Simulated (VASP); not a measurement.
ZnSe: from C11, C12, C44 to the moduli of a polycrystal

The cell as given, ahead of any relaxation:

Space group F-43m (No. 216). a = 5.668 Å, b = 5.668 Å, c = 5.668 Å, α = 90.00°, β = 90.00°, γ = 90.00°
```tsv
atom	site	symmetry	x	y	z
Zn	4a	-43m	0.0000	0.0000	0.0000
Se	4d	-43m	0.2500	0.2500	0.7500
```

Constants in GPa on the cubic axes, for the cell relaxed at the run's level, with the atoms relaxed in the strained cells where symmetry lets them move; no spin polarisation, no spin-orbit coupling. Meshes are those of the run's cell of 2 atoms. Occupations: gaussian 0.03 eV (run 1). Space group F-43m.

| run | level | program and potentials | k mesh | cell | C11 | C12 | C44 |
| --- | --- | --- | --- | --- | --- | --- | --- |
| 1 | r2SCAN | VASP, PBE PAW files Se, Zn, 600 eV (made for PBE) | 8 × 8 × 8 | relaxed, 22.75 Å³ an atom | 91.2 | 52.7 | 40.0 |

**Question.** Work out the bulk, shear and Young's moduli of a random polycrystal, Poisson's ratio and the anisotropy, and test the cell's stability.

**Answer.** From the values as printed: B = (C11 + 2 C12)/3 = 65.5 GPa. Voigt: G_V = (C11 - C12 + 3 C44)/5 = 31.7; Reuss: G_R = 5 C44 (C11 - C12)/[4 C44 + 3 (C11 - C12)] = 27.9; Hill's mean, from the unrounded bounds, G = 29.8 GPa. Young's modulus E = 9BG/(3B + G) = 77.6 GPa, Poisson's ratio ν = (3B - 2G)/[2(3B + G)] = 0.302. Zener's ratio 2 C44/(C11 - C12) = 2.08, so the crystal is stiffest along ⟨111⟩ and softest along ⟨100⟩. C11 > |C12|, C11 + 2 C12 > 0 and C44 > 0 hold, so the cell is stable against small uniform strains, which says nothing of soft phonons.
